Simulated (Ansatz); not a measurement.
Crystal: Al2O3 (Corundum).

```
Al O
1.0
     2.38025    1.37424    4.33187
    -2.38025    1.37424    4.33187
     0.00000   -2.74848    4.33187
Al O
4 6
Direct
  0.85216 0.85216 0.85216
  0.64784 0.64784 0.64784
  0.14784 0.14784 0.14784
  0.35216 0.35216 0.35216
  0.05668 0.75000 0.44332
  0.75000 0.44332 0.05668
  0.44332 0.05668 0.75000
  0.94332 0.25000 0.55668
  0.25000 0.55668 0.94332
  0.55668 0.94332 0.25000
```

Program: Ansatz 0.2.0. Alike in all runs: task projected density of states; potentials or basis Ansatz PAW; no spin polarisation; cell as given; k mesh 7 × 7 × 7; smearing fermi-dirac 0.05 eV.

Task: Order these runs on this cell by their band gap on the k mesh, lowest first.
A. level r2SCAN; cutoff (eV) 500
B. level BLYP; cutoff (eV) 420
C. level revPBE; cutoff (eV) 420
D. level PBEsol; cutoff (eV) 420

Result: D (6.11 eV), C (6.29 eV), B (6.48 eV), A (7.11 eV).

Caveats: odd divisions of the mesh miss points on the zone boundary, where band edges often lie, so the gap on the mesh can be too wide; the density of states is complete only up to the lowest level of the last band computed.

A k mesh can miss the band edges.

Runs at the PBE level aren't shown here.
